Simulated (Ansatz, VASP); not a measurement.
SnO2 (Cassiterite) in VASP and in Ansatz

```xyz
6
Lattice="4.8309 0.0000 0.0000 0.0000 4.8309 0.0000 0.0000 0.0000 3.2490" Properties=species:S:1:pos:R:3 pbc="T T T"
Sn    2.4155    2.4155    1.6245
Sn    0.0000    0.0000    0.0000
O     3.8990    0.9319    1.6245
O     3.3473    3.3473    0.0000
O     0.9319    3.8990    1.6245
O     1.4836    1.4836    0.0000
```

Change from the starting cell: volume scaled by 1.06.

Alike in both runs: task single point; functional PBE; k mesh 6 × 6 × 8; occupations fermi-dirac, width 0.05 eV; no spin polarisation.

|  | VASP | Ansatz |
| --- | --- | --- |
| version | VASP 6.6.1 | Ansatz 0.2.0 |
| potentials or method | VASP PAW PBE potentials, release 64 (Sn_d, O) | Ansatz PAW |
| plane-wave cutoff (eV) | 520 | 420 |
| valence electrons in the cell | 52 | 52 |

VASP gave:

```
gap on the k mesh at the Fermi level (eV)       : 0.62
least direct gap on the mesh (eV)               : 0.62
pressure (GPa)                                  : -0.3
largest component of the traceless stress (GPa) : 0.27
rms of the force components (eV/Å)              : 0.031
```

Task: Which values does Ansatz return?

Result: gap on the k mesh at the Fermi level (eV): 0.63; least direct gap on the mesh (eV): 0.63; pressure (GPa): -0.8; largest component of the traceless stress (GPa): 0.47; rms of the force components (eV/Å): 0.023.

Atom by atom the forces differ by 0.008 eV/Å (rms over components). With one functional, cell and mesh, what is left measures potentials, basis and numerics.

Caveats: spin-orbit coupling is left out, which moves the levels of the heavy elements; the pressure holds a Pulay correction of +0.8 GPa for the finite cutoff (Ansatz).
